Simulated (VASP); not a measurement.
# KF (Pm-3m) in VASP: settings compared, part 2 of 3

VASP 6.6.1. Earlier steps stand in the parts before.

## (3) Phonons, optPBE-vdW (cell strained at random at fixed volume)

Input file POSCAR:

```
KF
1.0
    3.2274430000     -0.0031150000     -0.0056630000
   -0.0031150000      3.3123050000      0.0178880000
   -0.0056630000      0.0178880000      3.2378800000
K F
1 1
Direct
    0.0000000000      0.0000000000      0.0000000000
    0.5000000000      0.5000000000      0.5000000000
```

Input file INCAR.step1:

```
  PREC = Accurate
  ENCUT = 600
  EDIFF = 1E-8
  ISMEAR = 0
  SIGMA = 0.05
  LREAL = False
  LASPH = True
  NELM = 100
  ALGO = Fast
  ISIF = 3
  LWAVE = False
  LCHARG = False
  GGA = OR
  LUSE_VDW = True
  AGGAC = 0.0
  IBRION = 2
  NSW = 40
  EDIFFG = -0.002
```

Input file INCAR.step2:

```
  PREC = Accurate
  ENCUT = 600
  EDIFF = 1E-8
  ISMEAR = 0
  SIGMA = 0.05
  LREAL = False
  LASPH = True
  NELM = 100
  ALGO = Fast
  ISIF = 2
  LWAVE = False
  LCHARG = False
  GGA = OR
  LUSE_VDW = True
  AGGAC = 0.0
  IBRION = 6
  NFREE = 2
  POTIM = 0.015
  NSW = 1
```

Input file KPOINTS:

```
regular mesh
0
Gamma
  6 6 6
```

Potentials or basis: VASP PAW PBE potentials, release 64 (K_sv, F).

Command:

```sh
> cat potpaw_PBE.64/K_sv/POTCAR potpaw_PBE.64/F/POTCAR > POTCAR
> cp INCAR.step1 INCAR
> mpirun -np 1 vasp_std > vasp.out
> cp CONTCAR POSCAR
> cp INCAR.step2 INCAR
> mpirun -np 1 vasp_std > vasp.out
```

OUTCAR:

```text
PREC = Accurate
   ENCUT = 600
   EDIFF = 1E-8
   ISMEAR = 0
   LREAL = False
   LASPH = True
   NELM = 100
   ISIF = 2
   GGA = OR
   IBRION = 6
   NFREE = 2
   POTIM = 0.015
   NSW = 1

 ion  position               nearest neighbor table
   1  0.000  0.000  0.000-   2 2.80   2 2.80   2 2.80   2 2.80   2 2.80   2 2.80   2 2.80   2 2.80

   2  0.500  0.500  0.500-   1 2.80   1 2.80   1 2.80   1 2.80   1 2.80   1 2.80   1 2.80   1 2.80

  LATTYP: Found a triclinic cell.
 ALAT       =     4.5736829057
 B/A-ratio  =     0.7069474827
 C/A-ratio  =     1.0000725242
 COS(alpha) =     0.0000170665
 COS(beta)  =     0.5000734502
 COS(gamma) =     0.7070553227

  Lattice vectors:

 A1 = (   3.2345997620,  -3.2335645502,  -0.0000302443)
 A2 = (   0.0002821968,  -3.2333536042,   0.0000412494)
 A3 = (   3.2344069464,   0.0001629656,  -3.2342265403)

Analysis of symmetry for initial positions (statically):
=====================================================================
 Subroutine PRICEL returns:
 Original cell was already a primitive cell.

 Routine SETGRP: Setting up the symmetry group for a
 triclinic supercell.

 Subroutine GETGRP returns: Found  2 space group operations
 (whereof  2 operations were pure point group operations)
 out of a pool of  2 trial point group operations.

The static configuration has the point symmetry S_2 .

Analysis of symmetry for dynamics (positions and initial velocities):
=====================================================================
 Subroutine PRICEL returns:
 Original cell was already a primitive cell.

 Routine SETGRP: Setting up the symmetry group for a
 triclinic supercell.

 Subroutine GETGRP returns: Found  2 space group operations
 (whereof  2 operations were pure point group operations)
 out of a pool of  2 trial point group operations.

The dynamic configuration has the point symmetry S_2 .

 Subroutine INISYM returns: Found  2 space group operations
 (whereof  2 operations are pure point group operations),
 and found     1 'primitive' translations

----------------------------------------------------------------------------------------

                                     Primitive cell

  volume of cell :      33.8218

  direct lattice vectors                    reciprocal lattice vectors
     3.234317565 -0.000210946 -0.000071494     0.309184236  0.000026985  0.000008548
    -0.000282197  3.233353604 -0.000041249     0.000020172  0.309276414  0.000035757
    -0.000089381 -0.000373912  3.234155047     0.000006835  0.000003945  0.309199772

  length of vectors
     3.234317573  3.233353617  3.234155069     0.309184238  0.309276417  0.309199772

  position of ions in fractional coordinates (direct lattice)
[... 130 lines left out ...]
  ---------------------------------------------------
  free energy    TOTEN  =        -4.17206772 eV

  energy without entropy =       -4.17206772  energy(sigma->0) =       -4.17206772

------------------------ aborting loop because EDIFF is reached ----------------------------------------

  FORCE on cell =-STRESS in cart. coord.  units (eV):
  Direction    XX          YY          ZZ          XY          YZ          ZX
  --------------------------------------------------------------------------------------
  -------------------------------------------------------------------------------------
  Total        0.0022331      0.0077624      0.0031726      0.0003114      0.0002616      0.0001085
  in kB        0.1057863      0.3677149      0.1502899      0.0147527      0.0123920      0.0051389
  external PRESSURE =       0.2079303 kB  Pullay stress =       0.0000000 kB
[... 97 lines left out ...]
  energy  without entropy=       -4.1719394070  energy(sigma->0) =       -4.17193941

Total vdW correction in eV:      3.4575486

[... ionic steps 4 to 10 ...]

--------------------------------------- Ionic step       11  -------------------------------------------

 number of electron      16.0000004 magnetization

------------------------ aborting loop because EDIFF is reached ----------------------------------------
[... 71 lines left out ...]
--------------------------------------- Ionic step       13  -------------------------------------------

 number of electron      16.0000004 magnetization

 Free energy of the ion-electron system (eV)
  ---------------------------------------------------
  ext. energy  EPLUGINS =         0.00000000
  ---------------------------------------------------
  free energy    TOTEN  =        -4.17193645 eV

  energy without entropy =       -4.17193645  energy(sigma->0) =       -4.17193645

 E-fermi :  -1.8215     XC(G=0):  -9.1925

 val. band max:       -2.1143924105   @ k =   0.5000   0.0000   0.5000
 cond. band min:       4.4518750685   @ k =   0.0000   0.0000   0.0000
 fundamental gap:      6.5662674790
 Fermi energy:        -1.8214640044

 k-point     1 :       0.0000    0.0000    0.0000
  band No.  band energies     occupation
      1     -29.0431      2.00000
      2     -20.9690      2.00000
      3     -12.0710      2.00000
      4     -12.0708      2.00000
      5     -12.0702      2.00000
      6      -2.1615      2.00000
      7      -2.1615      2.00000
      8      -2.1605      2.00000
      9       4.4519      0.00000
     10       6.2822      0.00000
     11       6.2829      0.00000
     12      11.8492      0.00000
[... 331 lines left out ...]
 k-point    24 :       0.5000    0.0000    0.1667
  band No.  band energies     occupation
      1     -28.8792      2.00000
      2     -20.9757      2.00000
      3     -12.7949      2.00000
      4     -12.2019      2.00000
      5     -11.9321      2.00000
      6      -3.1765      2.00000
      7      -2.4043      2.00000
      8      -2.2410      2.00000
      9       7.2898      0.00000
     10       8.1705      0.00000
     11       8.2098      0.00000
     12      10.3073      0.00000

 [... further k-points ...]

------------------------ aborting loop because EDIFF is reached ----------------------------------------

  FORCE on cell =-STRESS in cart. coord.  units (eV):
  Direction    XX          YY          ZZ          XY          YZ          ZX
  --------------------------------------------------------------------------------------
  -------------------------------------------------------------------------------------
  Total        0.0018614      0.0073914      0.0022129      0.0003127      0.0002622      0.0001070
  in kB        0.0881761      0.3501385      0.1048297      0.0148121      0.0124190      0.0050691
  external PRESSURE =       0.1810481 kB  Pullay stress =       0.0000000 kB
[... 21 lines left out ...]
  energy  without entropy=       -4.1719364496  energy(sigma->0) =       -4.17193645

Total vdW correction in eV:      3.4575486

 INTERNAL STRAIN TENSORS FROM DISPLACED ATOMS
 ============================================

 INTERNAL STRAIN TENSOR FOR ION    1 for displacements in x,y,z  (eV/Angst):
          X           Y           Z          XY          YZ          ZX
  --------------------------------------------------------------------------------
  x     0.00000     0.00000     0.00000     0.00000     0.00000     0.00000
  y     0.00000     0.00000     0.00000     0.00000     0.00000     0.00000
  z     0.00000     0.00000     0.00000     0.00000     0.00000     0.00000

 INTERNAL STRAIN TENSOR FOR ION    2 for displacements in x,y,z  (eV/Angst):
          X           Y           Z          XY          YZ          ZX
  --------------------------------------------------------------------------------
  x     0.00000     0.00000     0.00000     0.00000     0.00000     0.00000
  y     0.00000     0.00000     0.00000     0.00000     0.00000     0.00000
  z     0.00000     0.00000     0.00000     0.00000     0.00000     0.00000

 Eigenvectors and eigenvalues of the dynamical matrix
 ----------------------------------------------------

   1 f  =    4.671246 THz    29.350305 2PiTHz  155.815997 cm-1    19.318713 meV
             X         Y         Z           dx          dy          dz
      0.000000  0.000000  0.000000    -0.367667    0.092656   -0.422572
      1.616973  1.616384  1.617021     0.535075   -0.133368    0.611210
[... 21 lines left out ...]
   6 f/i=    0.025670 THz     0.161291 2PiTHz    0.856268 cm-1     0.106164 meV
             X         Y         Z           dx          dy          dz
      0.000000  0.000000  0.000000    -0.698066   -0.220119   -0.377260
      1.616973  1.616384  1.617021    -0.481450   -0.151800   -0.259016

 ELASTIC MODULI CONTR FROM IONIC RELAXATION (kBar)
 Direction    XX          YY          ZZ          XY          YZ          ZX
 --------------------------------------------------------------------------------
 XX           0.0000      0.0000      0.0000      0.0000      0.0000      0.0000
 YY           0.0000      0.0000      0.0000      0.0000      0.0000      0.0000
 ZZ           0.0000      0.0000      0.0000      0.0000      0.0000      0.0000
 XY           0.0000      0.0000      0.0000      0.0000      0.0000      0.0000
 YZ           0.0000      0.0000      0.0000      0.0000      0.0000      0.0000
 ZX           0.0000      0.0000      0.0000      0.0000      0.0000      0.0000
 --------------------------------------------------------------------------------
```

Wall time 20 min (1 thread of AMD EPYC 9R45 (Zen 5), shared host); peak memory 0.37 GiB.

What came out:

```
Relaxed volume                                          : 16.91 Å³/atom
Relaxed cell                                            : a = 3.234 Å, b = 3.233 Å, c = 3.234 Å, α = 90.01°, β = 90.00°, γ = 90.01°
Space group after relaxing (to 0.05 Å)                  : Pm-3m (No. 221)
Highest phonon frequency at Γ, LO-TO splitting left out : 156 cm⁻¹
```

Step by step:
```
step  energy change (eV)  largest force (eV/Å)  pressure (GPa)  volume (Å³)
   1              0.0000                0.0000           -0.81        34.61
   2             -0.0042                0.0000           -0.37        34.18
   3             -0.0057                0.0000            0.09        33.75
   4             -0.0057                0.0000            0.12        33.73
   5             -0.0058                0.0000            0.05        33.79
   6             -0.0058                0.0000           -0.02        33.85
   7             -0.0058                0.0000           -0.02        33.85
   8             -0.0058                0.0000            0.00        33.83
   9             -0.0058                0.0000            0.03        33.80
  10             -0.0059                0.0000            0.01        33.82
```

Final structure:
```xyz
2
Lattice="3.2343 -0.0002 -0.0001 -0.0003 3.2334 0.0000 -0.0001 -0.0004 3.2342" Properties=species:S:1:pos:R:3 pbc="T T T"
K     0.0000    0.0000    0.0000
F     1.6170    1.6164    1.6170
```

Phonon frequencies in cm⁻¹ (negative: imaginary):
```tsv
q point	frequencies
(0.000, 0.000, 0.000)	-1 -1 -1 155 156 156
```

Caveat: the first step relaxes the cell, so the strain put on the starting cell is gone in the result; the PAW data sets were made with another functional, which shifts forces and pressure a little.

## (4) RPA correlation energy, PBE (volume scaled by 0.96)

Input file POSCAR:

```
KF
1.0
    3.2149096683      0.0000000000      0.0000000000
    0.0000000000      3.2149096683      0.0000000000
    0.0000000000      0.0000000000      3.2149096683
K F
1 1
Direct
    0.0000000000      0.0000000000      0.0000000000
    0.5000000000      0.5000000000      0.5000000000
```

Input file INCAR.step1:

```
SYSTEM = KF
PREC = Accurate
ENCUT = 400
EDIFF = 1E-8
ISMEAR = 0
SIGMA = 0.05
LREAL = .False.
LASPH = .True.
NELM = 100
ALGO = Fast
LWAVE = .True.
LCHARG = .False.
GGA = PE
```

Input file INCAR.step2:

```
SYSTEM = KF
PREC = Accurate
ENCUT = 400
EDIFF = 1E-8
ISMEAR = 0
SIGMA = 0.05
LREAL = .False.
LASPH = .True.
NELM = 1
ALGO = EIGENVAL
LWAVE = .False.
LCHARG = .False.
GGA = PE
LHFCALC = .True.
AEXX = 1.0
ALDAC = 0.0
AGGAC = 0.0
ISTART = 1
PRECFOCK = Fast
```

Input file INCAR.step3:

```
SYSTEM = KF
PREC = Accurate
ENCUT = 400
EDIFF = 1E-8
ISMEAR = 0
SIGMA = 0.05
LREAL = .False.
LASPH = .True.
NELM = 1
ALGO = Exact
LWAVE = .True.
LCHARG = .False.
GGA = PE
NBANDS = 624
LOPTICS = .True.
ISTART = 1
```

Input file INCAR.step4:

```
SYSTEM = KF
PREC = Accurate
ENCUT = 400
EDIFF = 1E-8
ISMEAR = 0
SIGMA = 0.05
LREAL = .False.
LASPH = .True.
NELM = 100
ALGO = ACFDT
LWAVE = .False.
LCHARG = .False.
GGA = PE
NBANDS = 624
ENCUTGW = 250
NOMEGA = 8
ISTART = 1
PRECFOCK = Fast
```

Input file KPOINTS:

```
regular mesh
0
Gamma
  4 4 4
  0 0 0
```

Potentials or basis: VASP PAW PBE potentials, release 64 (K_sv_GW, F_GW).

Command:

```sh
> cat potpaw_PBE.64/K_sv_GW/POTCAR potpaw_PBE.64/F_GW/POTCAR > POTCAR
> cp INCAR.step1 INCAR
> mpirun -np 1 vasp_std > vasp.out
> cp INCAR.step2 INCAR
> mpirun -np 1 vasp_std > vasp.out
> cp INCAR.step3 INCAR
> mpirun -np 1 vasp_std > vasp.out
> cp INCAR.step4 INCAR
> mpirun -np 1 vasp_std > vasp.out
```

OUTCAR:

```text
SYSTEM = KF
   PREC = Accurate
   ENCUT = 400
   EDIFF = 1E-8
   ISMEAR = 0
   LREAL = .False.
   LASPH = .True.
   NELM = 100
   GGA = PE
   ENCUTGW = 250
   ISTART = 1
   PRECFOCK = Fast

 ion  position               nearest neighbor table
   1  0.000  0.000  0.000-
   2  0.500  0.500  0.500-

  LATTYP: Found a simple cubic cell.
 ALAT       =     3.2149096683

  Lattice vectors:

 A1 = (   3.2149096683,   0.0000000000,   0.0000000000)
 A2 = (   0.0000000000,   3.2149096683,   0.0000000000)
 A3 = (   0.0000000000,   0.0000000000,   3.2149096683)

Analysis of symmetry for initial positions (statically):
[... 142 lines left out ...]
   AEXX    =    1.0000 exact exchange contribution
   HFSCREEN=    0.0000 screening length (either q_TF or 0.3 A-1)
   HFSCREENC=   0.0000 screening length for correlation (either q_TF or 0.3 A-1)
   ENCUTFOCK=  -1.0 apply spherical cutoff to Coloumb kernel
   IVDW    =     0    specifies the selected vdW correction
   LEPSILON=     F    determine dielectric tensor
   LRPA    =     F    only Hartree local field effects (RPA)
   LRPAFORCE           =     F    calculate RPA forces
   ENCUTGW             = 250.0    cutoff for response function in eV
   ENCUTGWSOFT         = 200.0    soft cutoff for Coulomb kernel in GW response function in eV
   ENCUTLF             =  -1.0    cutoff for local field effects
   NELMGW              =     1    number of iterations in solving QP/BSE equation
   NELMHF              =     1    number of iterations in the inner HF iteration
   NKREDLFX            =     1    NKREDLFY  =   1   NKREDLFZ  =   1
 non-spin polarized calculation
 Gauss-broadening in eV      SIGMA  =   0.05
  energy-cutoff  :      400.00
  volume of cell :       33.23
 maximum number of plane-waves:       624
 NGX is ok and might be reduce to    24
  NGX = 12; NGY = 12; NGZ = 12
   NGX = 11   NGY = 11   NGZ = 11
 maximum number of plane-waves:       305

      cutoff energy     smooth cutoff   RPA   correlation   Hartree contr. to MP2
---------------------------------------------------------------------------------
            250.000           200.000      -18.7633932358      -27.1244270017
            238.095           190.476      -18.5163961330      -26.8173808397
            226.757           181.406      -18.2568712503      -26.4906444840
            215.959           172.768      -17.9819552562      -26.1400023516
            205.676           164.541      -17.6959405459      -25.7704381746
            195.882           156.705      -17.3966409393      -25.3784831484
            186.554           149.243      -17.0857837155      -24.9661207071
            177.670           142.136      -16.7625507741      -24.5317640381
  linear regression
  converged value                          -21.7300066400      -30.9865537561
```

OUTCAR.step2:

```text
SYSTEM = KF
   PREC = Accurate
   ENCUT = 400
   EDIFF = 1E-8
   ISMEAR = 0
   LREAL = .False.
   LASPH = .True.
[... 359 lines left out ...]
      0.00000      0.00000      0.00000         0.000000      0.000000      0.000000
      1.60745      1.60745      1.60745         0.000000      0.000000      0.000000
 -----------------------------------------------------------------------------------
    total drift:                               -0.000001      0.000001      0.000001

  FREE ENERGIE OF THE ION-ELECTRON SYSTEM (eV)
  ---------------------------------------------------
  free  energy   TOTEN  =       -18.4084258898 eV

  energy  without entropy=      -18.4084258898  energy(sigma->0) =      -18.40842589
```

Wall time 5.8 min (1 thread of Intel Xeon 6975P-C (Granite Rapids), shared host); peak memory 0.58 GiB.

The run converged, but a check on its numbers failed (symmetry, net force, bounds or a known fault of this set-up), so they aren't taken as properties of the crystal.

Caveat: the k mesh is coarse (spacing up to 0.49 Å⁻¹), so the values aren't converged; the cutoff lies under the usual one of these potentials, so the numbers hold a large basis-set error.

## (5) Band structure, AM05 (atoms moved at random, drawn with an rms of 0.02 Å)

Input file run.py:

```python
from ase.calculators.vasp import Vasp
from ase.dft.bandgap import bandgap
from ase.io import read

atoms = read('POSCAR')
calc = Vasp(
    directory='calc',
    xc='am05',
    pp='PBE',
    setups='recommended',
    prec='Accurate',
    encut=520,
    ediff=1e-06,
    ismear=-1,
    sigma=0.1,
    lreal=False,
    lasph=True,
    nelm=100,
    algo='Normal',
    isif=2,
    lwave=False,
    lcharg=True,
    kpts=[8, 8, 8],
    gamma=True,
    nbands=15,
)
atoms.calc = calc

print('energy (eV):', atoms.get_potential_energy())
print('free energy (eV):', atoms.get_potential_energy(force_consistent=True))
efermi = calc.get_fermi_level()
print('Fermi level (eV):', efermi)
path = atoms.cell.bandpath(npoints=40, eps=1e-4)
print('path:', path.path)
calc.set(kpts=path.kpts, reciprocal=True, icharg=11, isym=0, lcharg=False)
calc.calculate(atoms)
print('gap on the path (eV):', bandgap(calc, efermi=efermi)[0])
print('direct gap on the path (eV):', bandgap(calc, efermi=efermi, direct=True)[0])
```

Input file POSCAR:

```
KF
1.0
    3.2589550000      0.0000000000      0.0000000000
    0.0000000000      3.2589550000      0.0000000000
    0.0000000000      0.0000000000      3.2589550000
K F
1 1
Direct
    0.0012790000      0.0006410000      0.0039570000
    0.5004170000      0.5043240000      0.4967540000
```

Potentials or basis: VASP PAW PBE potentials, release 64 (K_sv, F).

Command:

```sh
> python run.py
```

It took 1.8 min on 1 thread of Intel Xeon Platinum 8175M at 2.50GHz (Skylake/Cascade Lake), shared host; peak memory 0.14 GiB.

Results (log left out):

| Quantity | Value |
| --- | --- |
| Band gap along the path | 6.27 eV, indirect (least direct gap 6.32 eV) |

Levels at the corners of the path, in eV from the Fermi level:
```
point  band 5  band 6  band 7  band 8  band 9  band 10  band 11  band 12
    Γ  -12.22   -2.30   -2.30   -2.30    4.02     6.03     6.03    11.56
    X  -12.11   -3.47   -2.41   -2.41    7.03     7.11     8.62    10.15
    M  -12.03   -2.86   -2.86   -2.25    6.20     6.72     9.59     9.59
    Γ  -12.22   -2.30   -2.30   -2.30    4.02     6.03     6.03    11.56
    R  -12.80   -3.28   -3.28   -3.28    8.16     8.16     8.16    12.93
    X  -12.11   -3.47   -2.41   -2.41    7.03     7.11     8.62    10.15
    M  -12.03   -2.86   -2.86   -2.25    6.20     6.72     9.59     9.59
    R  -12.80   -3.28   -3.28   -3.28    8.16     8.16     8.16    12.93
```

Caveat: the log is that of the step along the path at fixed density, whose energy, stress, charges and moments have no meaning; the PAW data sets were made with another functional, which shifts forces and pressure a little.

[end of part 2 of 3]
